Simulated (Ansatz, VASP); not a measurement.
**As: VASP beside Ansatz**

```
CELL_PARAMETERS angstrom
1.89755 1.09555 3.42067
-1.89755 1.09555 3.42067
0.00000 -2.19110 3.42067
ATOMIC_POSITIONS crystal
As 0.22934 0.22934 0.22934
As 0.77066 0.77066 0.77066
```

Alike in both runs: task single point; functional PBE; k mesh 12 × 12 × 12; occupations gaussian, width 0.05 eV; no spin polarisation.

|  | VASP | Ansatz |
| --- | --- | --- |
| version | VASP 6.6.1 | Ansatz 0.2.0 |
| potentials or method | VASP PAW PBE potentials, release 64 (As) | scalar-relativistic, plane waves, PAW |
| plane-wave cutoff (eV) | 520 | 420 |
| valence electrons in the cell | 10 | 30 |

```tsv
	VASP	Ansatz	Ansatz less VASP
gap on the k mesh at the Fermi level (eV)	none	none	-
pressure (GPa)	2.5	2.2	-0.27
largest component of the traceless stress (GPa)	0.08	0.00	-0.082
rms of the force components (eV/Å)	0.026	0.002	-0.0241
```

Atom by atom the forces differ by 0.028 eV/Å (rms over components). A gap of «none» marks a metal or a gap that the smearing closes. The two sets of potentials don't hold the same shells in valence.
